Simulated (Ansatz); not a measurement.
# Cr (Im-3m) in Ansatz: equation of state

How stiff is Cr in PBE, and what volume does it want? The cell is scaled to several volumes.

All numbers are computed with Ansatz 0.2.0; they aren't measurements. Logs are shortened: lines on timing, memory, paths and dates and some standing lists are left out, and cuts for length are marked.

## 1. The structure

The structure is cubic, space group Im-3m (No. 229). The conventional cell has a = 2.969 Å, b = 2.969 Å, c = 2.969 Å, α = 90.00°, β = 90.00°, γ = 90.00°. Around Cr (site symmetry m-3m) lie 8 Cr at 2.57 Å.

## 2. Equation of state, PBE, collinear spin, ferromagnetic start

Potentials or basis: all-electron LAPW, scalar-relativistic.

No new run: the results of the series are fitted here.

What came out:

```
Equilibrium volume : 11.53 Å³/atom (rough: see the caveat)
Bulk modulus       : 260 GPa (rough)
```

Energy against volume, from the lowest point:
```
volume (Å³/atom)  energy (meV/atom)
          12.299               0.00
          12.561              26.93
          12.823              59.81
          13.084              97.96
          13.346             140.78
          13.608             187.72
          13.870             238.28
```

Caveat: the minimum lies outside the volumes run; the starting moments weren't kept.
